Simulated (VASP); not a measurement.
Here is a VASP 6.6.1 calculation.

File INCAR:

```
PREC = Accurate
ENCUT = 520
EDIFF = 1E-7
ISMEAR = -1
SIGMA = 0.05
LREAL = False
LASPH = True
NELM = 100
ALGO = Normal
ISIF = 2
LWAVE = False
LCHARG = False
ISPIN = 2
MAGMOM = 1 1
LORBIT = 11
LMAXMIX = 4
GGA = PE
NBANDS = 21
```

File KPOINTS:

```
Automatic mesh
0
Gamma
  12 12 7
```

Contents of POSCAR:

```
Ni
1.0
    2.4480228978      0.0000000000      0.0000000000
   -1.2240114489      2.1200500186      0.0000000000
    0.0000000000      0.0000000000      4.0728075700
Ni
2
Direct
    0.6666666667      0.3333333333      0.7500000000
    0.3333333333      0.6666666667      0.2500000000
```

Potentials or basis: VASP PAW PBE potentials, release 64 (Ni).

The run is started by

```console
$ cat potpaw_PBE.64/Ni/POTCAR > POTCAR
$ mpirun -np 1 vasp_std > vasp.out
```

Question: What does it give for the band gap on the k mesh?

Answer: None (metal or under the smearing width).

Question: Estimate the pressure.

Answer: 7.0 GPa.

Stress tensor (GPa, compression positive):
```
8.31 0.00 0.00
0.00 8.31 0.00
0.00 0.00 4.47
```
